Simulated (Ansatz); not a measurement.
# Ag (Fm-3m) in Ansatz: further runs

One crystal, Ag, is run at these levels: SVWN5, LDA; tasks: band structure.

Program: Ansatz 0.2.0. These are calculated values, not measurements. Logs are shortened: lines on timing, memory, paths and dates and some standing lists are left out, and cuts for length are marked.

### 1 The crystal as given

Symmetry: Fm-3m, No. 225, cubic system. Conventional cell: a = 4.085 Å, b = 4.085 Å, c = 4.085 Å, α = 90.00°, β = 90.00°, γ = 90.00°. Ag (site symmetry m-3m) has 12 Ag at 2.89 Å as nearest neighbours.

### 2 Band structure, SVWN5

Input file input.yaml:

```yaml
crystal:
  lattice:
    - [0.0, 2.04275, 2.04275]
    - [2.04275, 0.0, 2.04275]
    - [2.04275, 2.04275, 0.0]
  atoms:
    - { symbol: Ag, position: [0.0, 0.0, 0.0] }
hamiltonian:
  xc: { exchange: slater, correlation: vwn5 }
  pseudopotentials: { kind: paw }
kpoints:
  mp_grid: { grid: [11, 11, 11] }
  band_path:
    path:
      - [[0.0, 0.0, 0.0], [0.5, 0.0, 0.5], [0.5, 0.25, 0.75], [0.375, 0.375, 0.75], [0.0, 0.0, 0.0], [0.5, 0.5, 0.5], [0.625, 0.25, 0.625], [0.5, 0.25, 0.75], [0.5, 0.5, 0.5], [0.375, 0.375, 0.75]]
      - [[0.625, 0.25, 0.625], [0.5, 0.0, 0.5]]
    npoints: 14
scf:
  occupations: { method: fermi_dirac, width: 0.05 }
  n_extra_bands: 6
output:
  forces: true
  stress: true
  eigenvalues: true
  fatbands: true
```

Potentials or basis: Ansatz PAW.

On the command line:

```
ansatz run input.yaml --threads 2 --pin off --max-ram 5120MiB --backend cpu --events-out ev --progress --plain --runs-dir out
```

The program printed:

```text
Warning: RAYON_NUM_THREADS=2 ignored (pool sized by the plan → 2); use --threads N
scf.n_extra_bands = 6 over 10 filled bands (N_el = 19.0): the run solves 16 bands
Engine: ansatz 0.2.0, aarch64-unknown-linux-gnu
Pseudopotentials: kind: paw
Pseudopotential: Ag, paw, valence charge 19, recommended cutoff 420 eV (normal), Ag.paw.azcp
Functional definition: unnamed
  exchange = slater_x
  correlation = vwn5_c
Crystal: 1 atoms, lattice volume = 17.048 Å³
Basis set: ecut = 420 eV, 331 PW (Γ)
Bands: 16, of which v1, the nominal top of the filled ones, is band 10 counted from 1 (9 counted from 0)
Symmetry: 48 space group operations
Space group: Fm-3m (ITA 225), of the structure as read, at distance tolerance 2.6e-5 Å
k-points: 56 of 1331
Non-local potential: Ag, projectors of the file, l = 0: 3, l = 1: 2, l = 2: 2, l = 3: 1
PAW form: soft (Blöchl's): semilocal exchange-correlation on the pseudo side does not see the compensation charge
PAW frozen core: Ag, regenerated for the run's functional, and the local potential with it (the file was generated under x = pbe(κ = 0.804, μ = 0.2195149727645171), c = pbe(β = 0.06672455060314922))
PAW one-centre angular grid: Ag, 590 points (default); XC on 64 Gauss nodes
Initial density: superposition of atomic densities (neutral atoms: chi_scale 0, normalization atom), corrected by the library's trained network
Initial wavefunctions: pseudopotential atomic-orbital guess
Functional: x = slater, c = vwn5
SCF iter   1: F=—  HF=-7458.671369 eV  |F-HF|=—  |Δ(HF+E_count)|=         —  Δρ=1.41e-2  dr2=2.91e-2  ethr=1.77e-3  ⟨swp⟩=4.7  Hψ=4368  notcnv=0  defer=5
preconditioner: auto → none  [metal: Δε(μ)=0.078 eV  Ē_g=19.744 eV  σ=0.050 eV  W_gap=0.37  n_scr=8 (ndim 8)  ℏωp=29.8 eV  f_vac=0.000  D(μ)=0.33/eV (n_scr^D=0)  sad-step TF]
SCF iter   2: F=—  HF=-7458.663057 eV  |F-HF|=—  |Δ(HF+E_count)|=   8.31e-3  Δρ=4.50e-3  dr2=2.30e-3  ethr=1.53e-4  ⟨swp⟩=2.1  Hψ=1614  notcnv=0  defer=97
SCF iter   3: F=—  HF=-7458.662300 eV  |F-HF|=—  |Δ(HF+E_count)|=   7.57e-4  Δρ=1.37e-3  dr2=7.75e-5  ethr=1.21e-5  ⟨swp⟩=2.2  Hψ=1059  notcnv=0  defer=97
SCF iter   4: F=—  HF=-7458.662294 eV  |F-HF|=—  |Δ(HF+E_count)|=   6.00e-6  Δρ=1.68e-4  dr2=1.22e-6  ethr=4.08e-7  ⟨swp⟩=2.2  Hψ=1322  notcnv=0  defer=97
iter 5 did not close the SCF: its close was put off for the readings that it lacked (scf_convergence_deferred on its scf_iter line)
SCF iter   5: F=-7458.662294 eV  HF=-7458.662294 eV  |F-HF|=8.42e-9  |Δ(HF+E_count)|=   4.75e-7  Δρ=1.18e-5  dr2=1.45e-8  ethr=6.41e-9  ⟨swp⟩=3.0  Hψ=1322  notcnv=0  defer=97
SCF iter   6: F=-7458.662294 eV  HF=-7458.662294 eV  |F-HF|=1.87e-10  |Δ(HF+E_count)|=   2.04e-9  Δρ=1.26e-6  dr2=2.20e-10  ethr=7.61e-11  ⟨swp⟩=5.1  Hψ=3494  notcnv=0
SCF 1 converged in 6 iterations: F = -7458.662294 eV  dr2 = 2.20e-10
NSCF: frozen V_eff on 142 k-points
SCF converged after 6 iterations
Free energy (F): -7458.662294 eV
Harris-Foulkes:  -7458.662294 eV  (|F-HF|=1.87e-10)
Internal energy: -7458.659472 eV  (E = F + TS)
E sigma→0 (E₀):  -7458.660883 eV
Entropy (-TS):   -0.002823 eV (-2.823 meV/atom)
Fermi energy:    17.154547 eV
--- Per-component energies (eV) ---
  E_band       = -240.482352
  E_kinetic    = 527.248926
  E_local      = -2197.359622  (includes V_loc(G=0)·N_el)
  E_nonlocal   = 86.426677
  E_hartree    = 995.498068
  E_xc         = -183.763191
  E_vxc        = -234.717363  (∫ρ·V_xc dr)
  E_paw        = -3770.613552  (= ΣΔE_a)
  E_vpaw       = -413.078318  (= ΣTr[D̂ρ^β])
  E_aug_tail   = 0.000272  (compensation charges beyond the density's cutoff)
  E_ewald      = -2916.822938
  E_core_change = 0.725888  (= ΣΔE_core)
  E_smearing   = -0.002823  (= −TS)
  E_closure    = 0.000000  (closes the sum)
  Σ components = -7458.662294   (vs F -7458.662294, Δ=0.00e0)
--- Forces (eV/Å), atoms counted from 1 ---
  atom   1  Ag    -0.00000000     0.00000000     0.00000000
  max |Σ_I F_I| component: 6.57e-32 eV/Å
--- Stress (GPa, compression-positive) ---
       -7.669146       0.000000       0.000000
        0.000000      -7.669146       0.000000
       -0.000000      -0.000000      -7.669146
  P = ⅓ Tr σ = -7.6691 GPa (-76.691 kbar)
--- Band table (eV; the first three rows and the last of 56) ---
  k-point 0: bands = ["-74.8142", "-38.2684", "-38.2684", "-38.2684", "9.0811", "12.1865", "12.1865", "12.1865", "13.2436", "13.2436", "32.8470", "36.3469", "36.3469", "36.3469", "41.5023", "42.2295"]
  k-point 1: bands = ["-74.8128", "-38.2817", "-38.2704", "-38.2704", "9.3375", "12.1303", "12.2559", "12.2559", "13.2191", "13.2191", "32.8217", "34.6272", "36.4575", "36.4575", "40.8508", "41.8657"]
  k-point 2: bands = ["-74.8092", "-38.3172", "-38.2758", "-38.2758", "10.0104", "12.0873", "12.3809", "12.3809", "13.2281", "13.2281", "30.6247", "33.7219", "36.6110", "36.6110", "39.6030", "40.7592"]
  k-point 55: bands = ["-74.7915", "-38.3844", "-38.3755", "-38.3295", "11.2979", "11.7041", "12.1289", "13.2623", "14.1978", "22.2309", "22.4387", "24.1722", "26.1400", "37.9467", "40.2307", "41.8660"]
```

fatbands.tsv:

```text
# ik	k_distance	band	e_minus_ef	ag0_l0_4S	ag0_l0_5S	ag0_l1_4P	ag0_l2_4D
# fermi_ev = 17.154547
# lock_threshold_ev = 1e-12
# [0, 0, 0] at k_distance = 0.000000
# [0.5, 0, 0.5] at k_distance = 1.537923
# [0.5, 0.25, 0.75] at k_distance = 2.306885
# [0.375, 0.375, 0.75] at k_distance = 2.850623
# [0, 0, 0] at k_distance = 4.481837
# [0.5, 0.5, 0.5] at k_distance = 5.813717
# [0.625, 0.25, 0.625] at k_distance = 6.755499
# [0.5, 0.25, 0.75] at k_distance = 7.299237
# [0.5, 0.5, 0.5] at k_distance = 8.386713
# [0.375, 0.375, 0.75] at k_distance = 9.328495
# [0.625, 0.25, 0.625] at k_distance = 9.328495
# [0.5, 0, 0.5] at k_distance = 9.872233
# jumps = 127
# n_points = 142
0	0.000000	0	-91.968739	0.967211	0.032776	0.000000	0.000000
0	0.000000	1	-55.422938	0.000000	0.000000	0.999990	0.000000
0	0.000000	2	-55.422938	0.000000	0.000000	0.999990	0.000000
0	0.000000	3	-55.422938	0.000000	0.000000	0.999990	0.000000
0	0.000000	4	-8.073450	0.032669	0.965152	0.000000	0.000000
0	0.000000	5	-4.968027	0.000000	0.000000	0.000000	0.999884
[... 2024 lines left out ...]
126	9.328495	14	23.652605	0.000151	0.012419	0.000007	0.000336
126	9.328495	15	26.500684	0.000000	0.000000	0.000000	0.000096

127	9.328495	0	-91.946318	0.989177	0.010206	0.000001	0.000604
127	9.328495	1	-55.554014	0.000000	0.000000	0.998501	0.001493
127	9.328495	2	-55.521135	0.000001	0.000272	0.997848	0.001874
127	9.328495	3	-55.474136	0.000000	0.000000	0.999775	0.000218
127	9.328495	4	-6.187512	0.000075	0.023547	0.000001	0.975723
127	9.328495	5	-5.757593	0.000007	0.000000	0.001849	0.985507
[... 232 lines left out ...]
141	9.872233	14	17.007669	0.000765	0.057561	0.000000	0.001261
141	9.872233	15	28.426065	0.000000	0.000000	0.000000	0.000000
```

Wall time 0.98 s (2 threads of Arm Neoverse V2, shared host); peak memory 0.25 GiB.

Results:

```yaml
Free_energy: -7458.6623 eV
Pressure: -7.7 GPa
Band_gap_on_the_k_mesh: none (metal or under the smearing width)
```

Levels at the corners of the path, in eV from the Fermi level:
```tsv
point	band 5	band 6	band 7	band 8	band 9	band 10	band 11	band 12	band 13	band 14
Γ	-8.07	-4.97	-4.97	-4.97	-3.91	-3.91	15.69	19.19	19.19	19.19
X	-6.62	-6.48	-3.13	-2.89	-2.89	1.32	6.46	10.33	10.33	16.94
W	-5.86	-5.25	-5.25	-3.91	-2.89	5.70	5.70	6.62	8.01	22.28
K	-6.19	-5.76	-4.25	-3.69	-3.18	4.04	4.96	6.88	12.44	16.57
Γ	-8.07	-4.97	-4.97	-4.97	-3.91	-3.91	15.69	19.19	19.19	19.19
L	-6.60	-4.99	-4.99	-3.10	-3.10	-0.66	3.33	14.98	17.45	17.45
U	-6.19	-5.76	-4.25	-3.69	-3.18	4.04	4.96	6.88	12.44	16.57
W	-5.86	-5.25	-5.25	-3.91	-2.89	5.70	5.70	6.62	8.01	22.28
L	-6.60	-4.99	-4.99	-3.10	-3.10	-0.66	3.33	14.98	17.45	17.45
K	-6.19	-5.76	-4.25	-3.69	-3.18	4.04	4.96	6.88	12.44	16.57
U	-6.19	-5.76	-4.25	-3.69	-3.18	4.04	4.96	6.88	12.44	16.57
X	-6.62	-6.48	-3.13	-2.89	-2.89	1.32	6.46	10.33	10.33	16.94
```

Caveat: the PAW data sets come from PBE, with cores solved anew for the run's functional, which leaves a small shift of forces and pressure.

### 3 Band structure, LDA

input.yaml: that of step 2 with these lines changed.

```diff
@@ -8,4 +8,4 @@
 hamiltonian:
-  xc: { exchange: slater, correlation: vwn5 }
-  pseudopotentials: { kind: paw }
+  xc: lda
+  pseudopotentials: { kind: paw, xc_functional: lda, accuracy: standard }
 kpoints:
@@ -24,2 +24,2 @@
   eigenvalues: true
-  fatbands: true
+  fatbands: false
```

Potentials or basis: JTH PAW LDA.

On the command line:

```
ansatz run input.yaml --threads 2 --pin off --max-ram 5120MiB --backend cpu --events-out ev --progress --plain --runs-dir out
```

Run time: 2.6 s. Hardware: 2 threads of Arm Neoverse V2, shared host; peak memory 0.33 GiB.

It converged, with:

```yaml
Free_energy: -4701.1171 eV
Pressure: -7.5 GPa
Band_gap_on_the_k_mesh: none (metal or under the smearing width)
```

Levels at the corners of the path, in eV from the Fermi level:
| point | band 1 | band 2 | band 3 | band 4 | band 5 | band 6 | band 7 | band 8 | band 9 | band 10 |
| --- | --- | --- | --- | --- | --- | --- | --- | --- | --- | --- |
| Γ | -8.07 | -4.99 | -4.99 | -4.99 | -3.93 | -3.93 | 16.50 | 19.81 | 19.81 | 19.81 |
| X | -6.63 | -6.49 | -3.16 | -2.92 | -2.92 | 1.33 | 6.45 | 10.47 | 10.47 | 16.99 |
| W | -5.87 | -5.26 | -5.26 | -3.93 | -2.92 | 5.70 | 5.70 | 6.66 | 8.01 | 23.06 |
| K | -6.20 | -5.77 | -4.27 | -3.71 | -3.21 | 4.04 | 4.99 | 6.89 | 12.56 | 16.76 |
| Γ | -8.07 | -4.99 | -4.99 | -4.99 | -3.93 | -3.93 | 16.50 | 19.81 | 19.81 | 19.81 |
| L | -6.61 | -5.01 | -5.01 | -3.13 | -3.13 | -0.65 | 3.32 | 15.61 | 17.81 | 17.81 |
| U | -6.20 | -5.77 | -4.27 | -3.71 | -3.21 | 4.04 | 4.99 | 6.89 | 12.56 | 16.76 |
| W | -5.87 | -5.26 | -5.26 | -3.93 | -2.92 | 5.70 | 5.70 | 6.66 | 8.01 | 23.06 |
| L | -6.61 | -5.01 | -5.01 | -3.13 | -3.13 | -0.65 | 3.32 | 15.61 | 17.81 | 17.81 |
| K | -6.20 | -5.77 | -4.27 | -3.71 | -3.21 | 4.04 | 4.99 | 6.89 | 12.56 | 16.76 |
| U | -6.20 | -5.77 | -4.27 | -3.71 | -3.21 | 4.04 | 4.99 | 6.89 | 12.56 | 16.76 |
| X | -6.63 | -6.49 | -3.16 | -2.92 | -2.92 | 1.33 | 6.45 | 10.47 | 10.47 | 16.99 |
